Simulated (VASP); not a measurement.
# GaSb (F-43m) in VASP: notebook, part 2 of 2

VASP 6.6.1. Earlier steps stand in the parts before.

## (5) Relaxation of cell and atoms, revPBE+D4

INCAR

```
SYSTEM = GaSb
PREC = Accurate ; ENCUT = 600
EDIFF = 1E-6 ; ISMEAR = -1
SIGMA = 0.05 ; LREAL = .False.
LASPH = .True. ; NELM = 60
ALGO = Fast ; ISIF = 3
LWAVE = .False. ; LCHARG = .False.
GGA = RE ; IVDW = 13
IBRION = 2 ; NSW = 60
EDIFFG = -0.01
```

KPOINTS

```
regular mesh
0
Gamma
  8 8 8
  0 0 0
```

POSCAR

```
GaSb
1.0
    0.0000000000      3.0590000000      3.0590000000
    3.0590000000      0.0000000000      3.0590000000
    3.0590000000      3.0590000000      0.0000000000
Sb Ga
1 1
Direct
    0.7500000000      0.7500000000      0.7500000000
    0.0000000000      0.0000000000      0.0000000000
```

Potentials or basis: VASP PAW PBE potentials, release 64 (Sb, Ga_d).

Started as:

```console
$ cat potpaw_PBE.64/Sb/POTCAR potpaw_PBE.64/Ga_d/POTCAR > POTCAR
$ mpirun -np 1 vasp_std > vasp.out
```

OUTCAR:

```text
SYSTEM = GaSb
   PREC = Accurate
   ENCUT = 600
   EDIFF = 1E-6
   ISMEAR = -1
   LREAL = .False.
   LASPH = .True.
   NELM = 60
   ISIF = 3
   GGA = RE
   IVDW = 13
   IBRION = 2
   NSW = 60
   EDIFFG = -0.01

 ion  position               nearest neighbor table
   1  0.750  0.750  0.750-   2 2.65   2 2.65   2 2.65   2 2.65
   2  0.000  0.000  0.000-   1 2.65   1 2.65   1 2.65   1 2.65

  LATTYP: Found a face centered cubic cell.
 ALAT       =     6.1180000000

  Lattice vectors:

 A1 = (   0.0000000000,   3.0590000000,   3.0590000000)
 A2 = (   3.0590000000,   0.0000000000,   3.0590000000)
 A3 = (   3.0590000000,   3.0590000000,   0.0000000000)

Analysis of symmetry for initial positions (statically):
=====================================================================
 Subroutine PRICEL returns:
 Original cell was already a primitive cell.

 Routine SETGRP: Setting up the symmetry group for a
 face centered cubic supercell.

[... 258 lines left out ...]

 E-fermi :   5.1944     XC(G=0):  -9.0179

 val. band max:        5.0675047742   @ k =   0.0000   0.0000   0.0000
 cond. band min:       5.2561566257   @ k =   0.0000   0.0000   0.0000
 fundamental gap:      0.1886518514
 Fermi energy:         5.1944102076

 k-point     1 :       0.0000    0.0000    0.0000
  band No.  band energies     occupation
      1      -9.9942      2.00000
      2      -9.9942      2.00000
      3      -9.9942      2.00000
      4      -9.9430      2.00000
      5      -9.9430      2.00000
      6      -6.4647      2.00000
      7       5.0675      1.85355
      8       5.0675      1.85354
      9       5.0675      1.85354
     10       5.2562      0.45064
     11       7.8506      0.00000
     12       7.8506      0.00000
     13       7.8506      0.00000
[... 354 lines left out ...]
  band No.  band energies     occupation
      1     -10.0281      2.00000
      2      -9.9799      2.00000
      3      -9.9768      2.00000
      4      -9.9461      2.00000
      5      -9.9427      2.00000
      6      -4.4542      2.00000
      7      -1.2995      2.00000
      8       1.9484      2.00000
      9       3.1484      2.00000
     10       7.4353      0.00000
     11       8.5404      0.00000
     12      10.4973      0.00000
     13      11.5712      0.00000

 [... further k-points ...]

------------------------ aborting loop because EDIFF is reached ----------------------------------------

  DFT-D4 for vdW energy calculation

  Edisp (eV):   -1.33941
[... 25 lines left out ...]
  FREE ENERGIE OF THE ION-ELECTRON SYSTEM (eV)
  ---------------------------------------------------
  free  energy   TOTEN  =        -8.0816194660 eV

  energy  without entropy=       -8.0813389579  energy(sigma->0) =       -8.08147921

 reached required accuracy - stopping structural energy minimisation
```

OSZICAR:

```text
N       E                     dE             d eps       ncg     rms          rms(c)
DAV:   1     0.811511171042E+02    0.81151E+02   -0.94884E+03   754   0.187E+03
DAV:   2    -0.751061893280E+00   -0.81902E+02   -0.79325E+02   824   0.327E+02
DAV:   3    -0.667494617512E+01   -0.59239E+01   -0.58440E+01   944   0.754E+01
[... 25 lines left out ...]
RMM:   3    -0.674225562638E+01    0.47242E-03   -0.79721E-04   780   0.383E-01    0.280E-02
RMM:   4    -0.674220839826E+01    0.47228E-04   -0.11834E-04   826   0.119E-01    0.907E-03
RMM:   5    -0.674220717827E+01    0.12200E-05   -0.17155E-05   864   0.466E-02    0.720E-03
RMM:   6    -0.674220610142E+01    0.10768E-05   -0.38513E-06   601   0.313E-02    0.285E-03
RMM:   7    -0.674220615764E+01   -0.56213E-07   -0.85976E-07   487   0.139E-02
   3 F= -.80816195E+01 E0= -.80814792E+01  d E =-.120546E-02
```

Run time: 2.8 min. Hardware: 1 thread of AMD EPYC, shared host; peak memory 0.18 GiB.

What came out:

```yaml
Free_energy: -8.0816 eV
Relaxed_volume: 28.30 Å³/atom
Relaxed_cell: a = 4.310 Å, b = 4.310 Å, c = 4.310 Å, α = 60.00°, β = 60.00°, γ = 60.00°
Space_group_after_relaxing_to_0.05_Å: F-43m (No. 216)
Energy_gained_by_relaxing: 0.6 meV/atom
Ionic_steps: 3
Pressure_after_relaxing: 0.0 GPa
Band_gap_on_the_k_mesh: 0.19 eV, direct
Dispersion_energy_per_atom: -0.670 eV
```

Step by step:
| step | energy change (eV) | largest force (eV/Å) | pressure (GPa) | volume (Å³) |
| --- | --- | --- | --- | --- |
| 1 | 0.0000 | 0.0000 | -0.60 | 57.25 |
| 2 | -0.0011 | 0.0000 | 0.22 | 56.37 |
| 3 | -0.0012 | 0.0000 | -0.01 | 56.60 |

Final structure:
```
Sb Ga
1.0
     0.00000    3.04738    3.04738
     3.04738    0.00000    3.04738
     3.04738    3.04738    0.00000
Sb Ga
1 1
Direct
  0.75000 0.75000 0.75000
  0.00000 0.00000 0.00000
```

Levels at points of the mesh, in eV from the valence-band top:
```tsv
k point	band 7	band 8	band 9	band 10	band 11	band 12
(0.00, 0.00, 0.00)	0.00	0.00	0.00	0.19	2.78	2.78
(0.50, 0.00, 0.00)	-6.39	-1.17	-1.17	0.49	3.76	3.76
(0.50, 0.50, 0.00)	-6.84	-2.61	-2.61	0.95	1.30	8.78
```

Caveat: the PAW data sets were made with another functional, which shifts forces and pressure a little; spin-orbit coupling is left out, which moves the levels of the heavy elements. Expect the measured gap to be larger: semilocal functionals such as revPBE lack the derivative discontinuity.

## (6) Overview

| level | gap on the mesh (eV) | pressure (GPa) | relaxed volume (Å³/atom) |
| --- | --- | --- | --- |
| RPBE+D4 | 0.27 | 0.0 | 28.07 |
| revPBE+D3 | none | 0.0 | 29.36 |
| revPBE+D3(BJ) | 0.16 | 0.0 | 28.41 |
| revPBE+D4 | 0.19 | 0.0 | 28.30 |

Alike in all rows: task relaxation of cell and atoms; potentials or basis VASP PAW PBE potentials, release 64 (Sb, Ga_d); no spin polarisation; cell relaxed; k mesh 8 × 8 × 8; cutoff (eV) 600; smearing fermi-dirac 0.05 eV.

Caveats: the PAW data sets were made with another functional, which shifts forces and pressure a little; spin-orbit coupling is left out, which moves the levels of the heavy elements (some runs); pairwise dispersion overbinds metals, which lowers pressure and volume (some runs); this crystal is a semiconductor, whose small gap the functional closes, so the metal is an error of the method (some runs).

Total energies depend on the potentials used, so only differences within one code and one set of settings carry meaning.
